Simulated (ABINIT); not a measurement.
BaTe:

```
Ba Te
1.0
     0.00000    3.41000    3.41000
     3.41000    0.00000    3.41000
     3.41000    3.41000    0.00000
Ba Te
1 1
Direct
  0.00000 0.00000 0.00000
  0.50000 0.50000 0.50000
```

Base run:

* Program: ABINIT 10.8.3 (patched build)
* Functional: TB-mBJ
* Potentials or basis: JTH PAW LDA v2.0
* Cutoff: 490 eV
* k mesh: 7 × 7 × 7
* Occupations: fermi-dirac, width 0.05 eV
* Spin: no spin polarisation

Its results: band gap on the k mesh 2.06 eV, indirect (least direct gap 2.40 eV).

Q: The run is repeated on the same cell with these changes: functional from TB-mBJ to r2SCAN; potentials or basis from JTH PAW LDA v2.0 to JTH PAW PBE v2.0. What comes out?

A: Band gap on the k mesh 1.72 eV, indirect (least direct gap 2.10 eV).

Caveats: this set's barium file shifts pressures by 1.5 GPa and gaps by 0.1 eV against other sets; spin-orbit coupling is left out, which moves the levels of the heavy elements; the constant c of TB-mBJ comes from the pseudo density here, which moves gaps by up to 0.3 eV between sets of potentials (some runs).

A k mesh can miss the band edges.
